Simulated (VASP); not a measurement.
Set up this calculation in VASP 6.6.1, as the native input.

| Item | Value |
| --- | --- |
| Task | single point |
| Functional | PBEsol |
| Potentials or basis | VASP PAW PBE potentials, release 64 (Sn_d, Se) |
| Cutoff | 520 eV |
| k mesh | 6 × 6 × 4 |
| Occupations | gaussian, width 0.05 eV |
| Spin | no spin polarisation |
| Dipole correction | no |
| Further INCAR settings | ALGO = Fast; EDIFF = 1e-06; NBANDS = 28 |

The structure of SnSe lies in POSCAR:

```
SnSe
1.0
    4.2853274191      0.0000000000      0.0000000000
    0.0000000000      4.2853274191      0.0000000000
    0.0000000000      0.0000000000     10.9906921300
Sn Se
2 2
Direct
    0.5000000000      0.0000000000      0.3722291100
    0.0000000000      0.5000000000      0.6277708900
    0.5000000000      0.0000000000      0.6160394900
    0.0000000000      0.5000000000      0.3839605100
```

These files were run (other wordings do the same):

INCAR

```
PREC     = Accurate       # precision mode
ENCUT    = 520            # plane-wave cutoff, eV
EDIFF    = 1E-6           # SCF threshold, eV
ISMEAR   = 0              # smearing method
SIGMA    = 0.05           # smearing width, eV
LREAL    = F              # projectors in reciprocal space
LASPH    = T              # aspherical terms in the spheres
NELM     = 100            # most SCF steps
ALGO     = Fast           # electronic algorithm
ISIF     = 2              # what is computed and relaxed
LWAVE    = F              # write WAVECAR
LCHARG   = F              # write CHGCAR
GGA      = PS             # functional
NBANDS   = 28             # bands
```

KPOINTS

```
regular mesh
0
Gamma
  6 6 4
```

Potentials or basis: VASP PAW PBE potentials, release 64 (Sn_d, Se).

The run is started by

```console
$ cat potpaw_PBE.64/Sn_d/POTCAR potpaw_PBE.64/Se/POTCAR > POTCAR
$ mpirun -np 1 vasp_std > vasp.out
```

It gave:

```
Largest force          : 0.094 eV/Å
Band gap on the k mesh : 1.46 eV, direct
```

Caveat: the PAW data sets were made with another functional, which shifts forces and pressure a little; spin-orbit coupling is left out, which moves the levels of the heavy elements.

Run time: 2.4 min on 1 thread of Intel(R) Xeon(R) Platinum 8488C (Sapphire Rapids) (shared host), peak memory 0.37 GiB.
